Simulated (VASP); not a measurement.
The system is Re.

```
Re
1.0
     0.00000    1.94430    1.94430
     1.94430    0.00000    1.94430
     1.94430    1.94430    0.00000
Re
1
Direct
  0.00000 0.00000 0.00000
```

This isn't the form of Re at room conditions, which is hcp.

```yaml
Program: VASP 6.6.1
Task: relaxation of cell and atoms
Functional: RPBE
Potentials_or_basis: VASP PAW PBE potentials, release 64 (Re)
Cutoff: 600 eV
k_mesh: 18 × 18 × 18
Occupations: gaussian, width 0.1 eV
Spin: no spin polarisation
```

At the start: pressure 11.3 GPa; volume 14.70 Å³/atom.

Q: How do energy, volume and symmetry change on relaxing?

A: Over 4 steps the energy falls by 14.9 meV/atom and the volume is 15.14 Å³/atom (+3.0 %); space group Fm-3m (No. 225, to 0.05 Å).

The path:
| step | energy change (eV) | largest force (eV/Å) | pressure (GPa) | volume (Å³) |
| --- | --- | --- | --- | --- |
| 1 | 0.0000 | 0.0000 | 11.27 | 14.70 |
| 2 | 0.1943 | 0.0000 | -32.00 | 17.01 |
| 3 | -0.0149 | 0.0000 | -0.54 | 15.16 |
| 4 | -0.0149 | 0.0000 | -0.03 | 15.14 |

Final structure:
```
Re
1.0
     0.00000    1.96346    1.96346
     1.96346    0.00000    1.96346
     1.96346    1.96346    0.00000
Re
1
Direct
  0.00000 0.00000 0.00000
```

Caveat: the PAW data sets were made with another functional, which shifts forces and pressure a little.
